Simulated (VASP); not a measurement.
# Ge (Cmmm) in VASP: a series of runs, part 2 of 3

VASP 6.6.1. The steps go on from the part before.

## (3) Density of states, PBE+D2

Input file run.py:

```python
from ase import Atoms
from ase.calculators.vasp import Vasp
from ase.dft.dos import DOS

atoms = Atoms(
    ['Ge'],
    cell=[[1.397149, -2.600516, 0.0], [1.397149, 2.600516, 0.0], [0.0, 0.0, 2.698231]],
    scaled_positions=[[0.5, 0.5, 0.0]],
    pbc=True,
)
calc = Vasp(
    directory='calc',
    xc='pbe',
    pp='PBE',
    setups='recommended',
    prec='Accurate',
    encut=520,
    ediff=1e-06,
    ismear=0,
    sigma=0.5,
    lreal=False,
    lasph=True,
    nelm=80,
    algo='Fast',
    isif=2,
    lwave=False,
    lcharg=False,
    ivdw=1,
    lorbit=11,
    kpts=[9, 9, 8],
    gamma=True,
    nbands=11,
)
atoms.calc = calc

print('energy (eV):', atoms.get_potential_energy())
print('free energy (eV):', atoms.get_potential_energy(force_consistent=True))
print('forces (eV/A):')
print(atoms.get_forces())
print('stress (eV/A^3, Voigt):', atoms.get_stress())
print('Fermi level (eV):', calc.get_fermi_level())
dos = DOS(calc, width=0.2, window=(-10, 10), npts=201)
print('E - E_F (eV), DOS (1/eV)')
for e, g in zip(dos.get_energies(), dos.get_dos()):
    print(f'{e:8.3f} {g:10.4f}')
```

Potentials or basis: VASP PAW PBE potentials, release 64 (Ge_d).

The run is started by

```sh
python run.py
```

Wall time 14 s (1 thread of Intel Xeon Platinum 8488C (Sapphire Rapids), shared host); peak memory 0.15 GiB.

The run converged, but some of its settings lie outside the range that counts as converged (typed here: k = 9 × 9 × 8; ISMEAR = 0; SIGMA = 0.5; NBANDS = 11), so its numbers aren't taken as properties of the crystal.

Results:

| Quantity | Value |
| --- | --- |
| Free energy | -4.6326 eV |
| Pressure | -3.8 GPa |
| Band gap on the k mesh | none (metal or under the smearing width) |
| Valence electrons inside the program's atomic spheres | Ge 12.21 |
| Dispersion energy per atom | -0.360 eV |

Caveat: atom-pairwise D2, TS and ULG terms overbind metals; pairwise dispersion overbinds metals, which lowers pressure and volume.

## (4) Band structure, revPBE

Input file run.py:

```python
from ase.calculators.vasp import Vasp
from ase.dft.bandgap import bandgap
from ase.spacegroup import crystal

atoms = crystal(
    ['Ge'],
    basis=[[0.5, 0.0, 0.0]],
    spacegroup=65,
    setting=1,
    cellpar=[2.794298, 5.201032, 2.698231, 90.0, 90.0, 90.0],
    primitive_cell=True,
)
calc = Vasp(
    directory='calc',
    xc='revpbe',
    pp='PBE',
    setups='recommended',
    prec='Accurate',
    encut=520,
    ediff=1e-06,
    ismear=0,
    sigma=0.05,
    lreal=False,
    lasph=True,
    nelm=60,
    algo='Fast',
    isif=2,
    lwave=False,
    lcharg=True,
    kpts=[11, 11, 10],
    gamma=True,
    nelect=14.1,
)
atoms.calc = calc

print('energy (eV):', atoms.get_potential_energy())
print('free energy (eV):', atoms.get_potential_energy(force_consistent=True))
efermi = calc.get_fermi_level()
print('Fermi level (eV):', efermi)
path = atoms.cell.bandpath(npoints=60, eps=1e-4)
print('path:', path.path)
calc.set(kpts=path.kpts, reciprocal=True, icharg=11, isym=0, lcharg=False)
calc.calculate(atoms)
print('gap on the path (eV):', bandgap(calc, efermi=efermi)[0])
print('direct gap on the path (eV):', bandgap(calc, efermi=efermi, direct=True)[0])
```

Potentials or basis: VASP PAW PBE potentials, release 64 (Ge_d).

The run is started by

```sh
python run.py
```

The log of the run:

```text
energy (eV): -3.32487557
free energy (eV): -3.32521828
Fermi level (eV): 6.41133761
path: GXSRAZGYX1A1TY,ZT
gap on the path (eV): 0.0
direct gap on the path (eV): 0.0
```

OUTCAR:

```text
ENCUT = 520.000000
   NELECT = 14.100000
   EDIFF = 1.00e-06
   GGA = RE
   PREC = Accurate
   ICHARG = 11
   ISIF = 2
   ISMEAR = 0
   ISYM = 0
   NELM = 60
   LASPH = .TRUE.
   LREAL = .FALSE.

 ion  position               nearest neighbor table
   1  0.500  0.500  0.000-

IMPORTANT INFORMATION: All symmetrisations will be switched off!
NOSYMM: (Re-)initialisation of all symmetry stuff for point group C_1.

----------------------------------------------------------------------------------------

                                     Primitive cell

  volume of cell :      19.6070

  direct lattice vectors                    reciprocal lattice vectors
     1.397149000 -2.600516000  0.000000000     0.357871637 -0.192269534  0.000000000
     1.397149000  2.600516000  0.000000000     0.357871637  0.192269534  0.000000000
     0.000000000  0.000000000  2.698231000     0.000000000  0.000000000  0.370613191

  length of vectors
     2.952068562  2.952068562  2.698231000     0.406250763  0.406250763  0.370613191

  position of ions in fractional coordinates (direct lattice)
     0.500000000  0.500000000  0.000000000

  ion indices of the primitive-cell ions
   primitive index   ion index
                 1           1

----------------------------------------------------------------------------------------

 KPOINTS: KPOINTS created by Atomic Simulation Env

Read explicit list of k-points.

 Found     60 k-points:

 Following reciprocal coordinates:
            Coordinates               Weight
  0.000000  0.000000  0.000000      0.016667
  0.053694  0.053694  0.000000      0.016667
  0.107387  0.107387  0.000000      0.016667
  0.161081  0.161081  0.000000      0.016667
  0.214774  0.214774  0.000000      0.016667
  0.268468  0.268468  0.000000      0.016667
[... 16 lines left out ...]
  0.000000  0.000000  0.400000      0.016667
  0.000000  0.000000  0.300000      0.016667
 [... further k-points ...]
   k-points           NKPTS =     60   k-points in BZ     NKDIM =     60   number of bands    NBANDS=     11
   number of dos      NEDOS =    301   number of ions     NIONS =      1
   total plane-waves  NPLWV =  11520
   dimension x,y,z NGX =    24 NGY =   24 NGZ =   20
   dimension x,y,z NGXF=    48 NGYF=   48 NGZF=   40
   ions per type =               1
   NGX,Y,Z   is equivalent  to a cutoff of  13.52, 13.52, 12.32 a.u.
   NGXF,Y,Z  is equivalent  to a cutoff of  27.03, 27.03, 24.65 a.u.
 SYSTEM =  unknown system
   PREC   = accura    normal or accurate (medium, high low for compatibility)
   ISTART =      0    job   : 0-new  1-cont  2-samecut
   ICHARG =     11    charge: 1-file 2-atom 10-const
   ISPIN  =      1    spin polarized calculation?
   LNONCOLLINEAR =      F non collinear calculations
   LSORBIT =      F    spin-orbit coupling
   LASPH  =      T    aspherical Exc in radial PAW
   ENCUT  =  520.0 eV  38.22 Ry    6.18 a.u.   5.49  5.49  5.02*2*pi/ulx,y,z
   NELM   =     60;   NELMIN=  2; NELMDL=  0     # of ELM steps
   EDIFF  = 0.1E-05   stopping-criterion for ELM
   LREAL  =      F    real-space projection
   EDIFFG = 0.1E-04   stopping-criterion for IOM
   NSW    =      0    number of steps for IOM
   IBRION =     -1    ionic relax: 0-MD 1-quasi-New 2-CG
   NFREE  =      0    steps in history (QN), initial steepest desc. (CG)
   ISIF   =      2    stress and relaxation
   ISYM   =      0    0-nonsym 1-usesym 2-fastsym
   POTIM  = 0.5000    time-step for ionic-motion
   TEBEG  =    0.0;   TEEND  =   0.0 temperature during run
   PSTRESS=    0.0 pullay stress
   NELECT =      14.1000    total number of electrons
   NUPDOWN=      -1.0000    fix difference up-down
   EMIN   =  10.00;   EMAX   =-10.00  energy-range for DOS
   EFERMI =   0.00;   METHOD = LEGACY
   ISMEAR =     0;   SIGMA  =   0.05  broadening in eV -4-tet -1-fermi 0-gaus
   EFERMI_NEDOS =   21; number of points for ismear=-14 and -15
   IALGO  =     68    algorithm
   IMIX   =      4    mixing-type and parameters
     AMIX     =   0.40;   BMIX     =  1.00
     AMIX_MAG =   1.60;   BMIX_MAG =  1.00
  volume/ion in A,a.u.               =      19.61       132.31
  Fermi-wavevector in a.u.,A,eV,Ry     =   1.466709  2.771679 29.269349  2.151236
  Thomas-Fermi vector in A             =   2.582414
   LORBIT       =      0    0 simple, 1 ext, 2 COOP (PROOUT), +10 PAW based schemes
   GGA     = RE    functional components
   LHFCALC =     F    Hartree Fock is set to
   AEXX    =    0.0000 exact exchange contribution
   IVDW    =     0    specifies the selected vdW correction
   LEPSILON=     F    determine dielectric tensor
   LRPA    =     F    only Hartree local field effects (RPA)
 non-spin polarized calculation
 RMM-DIIS sequential band-by-band and
 Gauss-broadening in eV      SIGMA  =   0.05
  energy-cutoff  :      520.00
  volume of cell :       19.61
 maximum number of plane-waves:       540
 NGX is ok and might be reduce to    24

 number of electron      14.1000003 magnetization

 Free energy of the ion-electron system (eV)
  ---------------------------------------------------
  ext. energy  EPLUGINS =         0.00000000
  ---------------------------------------------------
  free energy    TOTEN  =        -4.47784659 eV

  energy without entropy =       -4.47753776  energy(sigma->0) =       -4.47769217

 E-fermi :   5.1284     XC(G=0): -11.0362

 val. band max:        5.0751043928   @ k =  -0.5000   0.5000   0.4167
 cond. band min:       5.1827358816   @ k =  -0.3222   0.6778   0.3333
 fundamental gap:      0.1076314887
 Fermi energy:         5.1284138110

 k-point     1 :       0.0000    0.0000    0.0000
  band No.  band energies     occupation
      1     -18.4493      2.00000
      2     -18.3995      2.00000
      3     -18.3492      2.00000
      4     -18.2398      2.00000
      5     -18.2216      2.00000
      6      -6.6101      2.00000
      7      12.9369      0.00000
      8      13.4268      0.00000
      9      14.9438      0.00000
     10      16.3531      0.00000
     11      18.6967      0.00000
[... 309 lines left out ...]
 k-point    24 :       0.0000    0.0000    0.3000
  band No.  band energies     occupation
      1     -18.3941      2.00000
      2     -18.3435      2.00000
      3     -18.3185      2.00000
      4     -18.2842      2.00000
      5     -18.2643      2.00000
      6      -4.8615      2.00000
      7       4.2436      2.00000
      8      14.9853      0.00000
      9      16.5065      0.00000
     10      19.9871      0.00000
     11      21.8622      0.00000

 [... further k-points ...]

------------------------ aborting loop because EDIFF is reached ----------------------------------------

  FORCE on cell =-STRESS in cart. coord.  units (eV):
  Direction    XX          YY          ZZ          XY          YZ          ZX
  --------------------------------------------------------------------------------------
  -------------------------------------------------------------------------------------
  Total       -2.3547584      4.6155428      2.3324861      2.2172323     -0.0000316     -0.0176972
  in kB     -192.4179422    377.1568428    190.5979712    181.1800574     -0.0025845     -1.4461180
  external PRESSURE =     125.1122906 kB  Pullay stress =       0.0000000 kB

 VOLUME and BASIS-vectors are now :
 -----------------------------------------------------------------------------
  energy-cutoff  :      520.00
  volume of cell :       19.61
      direct lattice vectors                 reciprocal lattice vectors
     1.397149000 -2.600516000  0.000000000     0.357871637 -0.192269534  0.000000000
     1.397149000  2.600516000  0.000000000     0.357871637  0.192269534  0.000000000
     0.000000000  0.000000000  2.698231000     0.000000000  0.000000000  0.370613191

 POSITION                                       TOTAL-FORCE (eV/Angst)
 -----------------------------------------------------------------------------------
      1.39715      0.00000      0.00000        -0.000062      0.000033      0.000020
 -----------------------------------------------------------------------------------
    total drift:                               -0.000062      0.000033      0.000020

  FREE ENERGIE OF THE ION-ELECTRON SYSTEM (eV)
  ---------------------------------------------------
  free  energy   TOTEN  =        -4.4778465880 eV

  energy  without entropy=       -4.4775377598  energy(sigma->0) =       -4.47769217
```

INCAR:

```text
ENCUT = 520.000000
NELECT = 14.100000
SIGMA = 0.050000
EDIFF = 1.00e-06
ALGO = Fast
GGA = RE
PREC = Accurate
ICHARG = 11
ISIF = 2
ISMEAR = 0
ISYM = 0
NELM = 60
LASPH = .TRUE.
LCHARG = .FALSE.
LWAVE = .FALSE.
LREAL = .FALSE.
```

Run time: 25 s. Hardware: 1 thread of Intel Xeon Platinum 8488C (Sapphire Rapids), shared host; peak memory 0.13 GiB.

The run converged, but some of its settings lie outside the range that counts as converged (typed here: NELECT = 14.100000), so its numbers aren't taken as properties of the crystal.

What came out:

```
Band gap along the path : none (metal or under the smearing width)
```

Caveat: the cell is charged against a uniform background, so pressure and absolute levels hang on convention; the log is that of the step along the path at fixed density, whose energy, stress, charges and moments have no meaning; the PAW data sets were made with another functional, which shifts forces and pressure a little.

(Continued in part 3 of 3.)
